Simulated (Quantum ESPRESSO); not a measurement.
The system is CoO.

```
Co O
1.0
     1.50547    0.86918    2.43993
    -1.50547    0.86918    2.43993
     0.00000   -1.73837    2.43993
Co O
1 1
Direct
  0.00000 0.00000 0.00000
  0.50000 0.50000 0.50000
```

The cell is a database's computed one.

Base run:

* Program: Quantum ESPRESSO 7.5
* Functional: PBEsol
* Potentials or basis: GBRV 1.5 PBEsol
* Cutoff: 762 eV
* Density cutoff: 6095 eV
* k mesh: 11 × 11 × 11
* Occupations: fermi-dirac, width 0.05 eV
* Spin: collinear spin, ferromagnetic start
* Starting moments: [2.0, 0.0] μB
* Hubbard terms: Co d U = 1 eV

Its results: band gap on the k mesh none (metal or under the smearing width); pressure -7.7 GPa; net moment 3.00 μB per cell; site moments Co +2.57; O +0.33 μB.

Task: After a change of settings the same cell gave: band gap on the k mesh none (metal or under the smearing width); pressure -5.8 GPa; net moment 3.00 μB per cell; site moments Co +2.60; O +0.29 μB. Which change was it?
A. hubbard terms from Co d U = 1 eV to Co d U = 2 eV
B. hubbard terms from Co d U = 1 eV to Co d U = 3 eV
C. hubbard terms from Co d U = 1 eV to none

Result: B.

Caveats: a cell with one magnetic atom can't hold antiferromagnetic order, which such compounds often take.
